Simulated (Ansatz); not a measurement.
**Band table of Rh**

```yaml
crystal:
  lattice:
    - [2.53606, 0.00000, 0.00000]
    - [0.00000, 2.53606, 0.00000]
    - [0.00000, 0.00000, 2.53606]
  atoms:
    - { symbol: Rh, position: [0.00000, 0.00000, 0.00000] }
```

The structure comes from a relaxation in the same program, started in the sc type, and has space group Pm-3m. Whether it is a known phase or the ground state wasn't checked.

Spin polarisation is left out, and whether a magnetic state lies lower isn't shown here.

Level of theory: DFT, PBE, all-electron LAPW, scalar-relativistic (Ansatz 0.2.0).

The runs use a Γ-centred 14×14×14 k mesh, Fermi–Dirac smearing of 0.08 eV, basis error target 0.5 meV/atom, no spin polarisation.

Path points, in fractions of the reciprocal vectors: Γ (0.000, 0.000, 0.000), X (0.000, 0.500, 0.000), M (0.500, 0.500, 0.000), R (0.500, 0.500, 0.500). Levels in eV from the Fermi level; bands 13 to 19, counted from the lowest band of the run. The gap is zero.

```
# k(1/Å) point b13 b14 b15 b16 b17 b18 b19
0.000 Γ -6.73 -5.07 -5.07 0.74 0.74 0.74 16.70
0.155 - -6.61 -5.05 -4.97 0.65 0.65 0.75 15.93
0.310 - -6.31 -4.99 -4.65 0.39 0.39 0.77 14.26
0.465 - -5.88 -4.89 -4.08 0.01 0.01 0.81 12.40
0.619 - -5.43 -4.77 -3.26 -0.39 -0.39 0.84 10.59
0.774 - -5.00 -4.65 -2.25 -0.78 -0.78 0.88 8.95
0.929 - -4.64 -4.55 -1.21 -1.08 -1.08 0.91 7.55
1.084 - -4.48 -4.39 -1.28 -1.28 -0.36 0.94 6.54
1.239 X -4.45 -4.30 -1.34 -1.34 -0.01 0.94 6.15
1.394 - -4.39 -4.16 -1.84 -1.33 0.51 0.86 6.15
1.548 - -4.30 -3.66 -2.65 -1.29 0.63 1.39 6.16
1.703 - -4.17 -3.45 -2.84 -1.22 0.30 2.32 6.16
1.858 - -4.15 -4.03 -1.76 -1.15 -0.07 3.23 6.14
2.013 - -4.74 -3.87 -1.07 -0.51 -0.42 4.10 6.08
2.168 - -5.17 -3.74 -1.00 -0.70 0.77 4.86 5.95
2.323 - -5.44 -3.65 -0.96 -0.88 1.83 5.41 5.75
2.478 M -5.53 -3.62 -0.94 -0.94 2.29 5.62 5.62
2.697 - -5.35 -3.68 -0.91 -0.89 1.51 4.62 6.46
2.916 - -4.86 -3.87 -0.80 -0.72 0.09 2.60 8.04
3.134 - -4.35 -4.00 -1.33 -0.60 -0.46 0.59 9.78
3.353 - -4.63 -3.71 -2.60 -0.71 -0.32 -0.14 11.54
3.572 - -5.16 -4.17 -3.65 -0.64 0.02 0.18 13.28
3.791 - -5.89 -4.71 -4.43 0.02 0.37 0.47 14.84
4.010 - -6.50 -4.99 -4.91 0.55 0.64 0.67 16.03
4.229 Γ -6.73 -5.07 -5.07 0.74 0.74 0.74 16.70
4.498 - -6.39 -4.89 -4.89 0.53 0.57 0.57 16.13
4.766 - -5.45 -4.35 -4.35 0.04 0.07 0.07 15.26
5.034 - -4.29 -3.49 -3.49 -0.70 -0.70 -0.17 14.69
5.302 - -3.81 -2.56 -2.56 -1.45 -1.45 0.96 14.20
5.570 - -4.01 -2.92 -2.92 -0.69 -0.69 3.53 13.37
5.839 - -4.26 -3.69 -3.69 0.70 0.70 6.78 11.99
6.107 - -4.38 -4.22 -4.22 1.91 1.91 9.97 10.88
6.375 R -4.40 -4.40 -4.40 2.42 2.42 10.16 12.02
6.594 - -4.41 -4.31 -4.22 1.92 2.23 10.35 11.16
6.813 - -4.41 -4.03 -3.70 0.75 1.64 9.51 9.59
7.032 - -4.33 -3.59 -2.94 -0.61 0.68 7.87 8.05
7.251 - -4.09 -3.04 -2.20 -1.89 -0.35 6.02 7.07
7.470 - -3.63 -2.97 -2.49 -2.44 -0.38 4.18 6.50
7.689 - -3.78 -3.40 -2.94 -1.89 0.28 2.45 6.24
7.908 - -4.28 -4.06 -2.05 -1.49 0.77 0.91 6.16
8.127 X -4.45 -4.30 -1.34 -1.34 -0.01 0.94 6.15
9.879 R -4.40 -4.40 -4.40 2.42 2.42 10.16 12.02
10.034 - -4.45 -4.31 -4.31 2.08 2.41 10.29 11.73
10.188 - -4.59 -4.04 -4.04 1.19 2.40 10.66 10.98
10.343 - -4.79 -3.61 -3.61 0.04 2.38 9.96 9.96
10.498 - -5.01 -3.03 -3.03 -1.12 2.35 8.82 8.82
10.653 - -5.22 -2.37 -2.37 -2.15 2.33 7.69 7.69
10.808 - -5.38 -2.95 -1.70 -1.70 2.31 6.67 6.67
10.963 - -5.49 -3.45 -1.16 -1.16 2.29 5.91 5.91
11.118 M -5.53 -3.62 -0.94 -0.94 2.29 5.62 5.62
```
